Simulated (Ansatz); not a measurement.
This AlNi3 structure is the end of a relaxation. The cell was found from a structure generator's guess, not taken from experiment.

These are results of DFT PBE, scalar-relativistic, plane waves, PAW in Ansatz, not measurements. Cutoff 420 eV, Γ-centred mesh, Gaussian smearing, no spin polarisation.

```cif
data_structure
_symmetry_space_group_name_H-M 'P 1'
_symmetry_Int_Tables_number 1
_cell_length_a 4.6540
_cell_length_b 4.6540
_cell_length_c 4.6540
_cell_angle_alpha 116.768
_cell_angle_beta 116.768
_cell_angle_gamma 116.768
_cell_volume 46.06
loop_
_atom_site_label
_atom_site_type_symbol
_atom_site_fract_x
_atom_site_fract_y
_atom_site_fract_z
_atom_site_occupancy
Al1 Al 0.50000 0.50000 0.50000 1
Ni1 Ni 0.50000 0.00000 0.00000 1
Ni2 Ni 0.00000 0.00000 0.50000 1
Ni3 Ni 0.00000 0.50000 0.00000 1
```

The zero of energy is the elements' standard structures at the same level; no fitted shifts are applied.

**Question.** What space group does it have?

**Answer.** R-3m (No. 166), with Al and Ni ordered on bcc sites. Conventional cell: a = 7.927 Å, c = 2.539 Å. Around Al lie 6 Ni at 2.44 Å, 2 Al at 2.54 Å and 6 Ni at 2.85 Å; around Ni lie 6 Ni at 2.44–2.54 Å, 2 Al at 2.44 Å, 4 Ni at 2.85 Å and 2 Al at 2.85 Å.

**Question.** How far does it lie from the elements in energy?

**Answer.** −0.25 eV/atom. It lies below the elements, which doesn't yet make it stable against other compounds or structures.

**Question.** Is it a metal?

**Answer.** Yes, bands cross the Fermi level on the 18×18×18 mesh.

The last run used an 18×18×18 mesh for its 4-atom cell and Gaussian smearing of 0.10 eV. Trial moments died out on the coarse mesh, so the last step has no spin; another magnetic start might hold. A structure relaxed within its symmetry needn't be a true minimum.
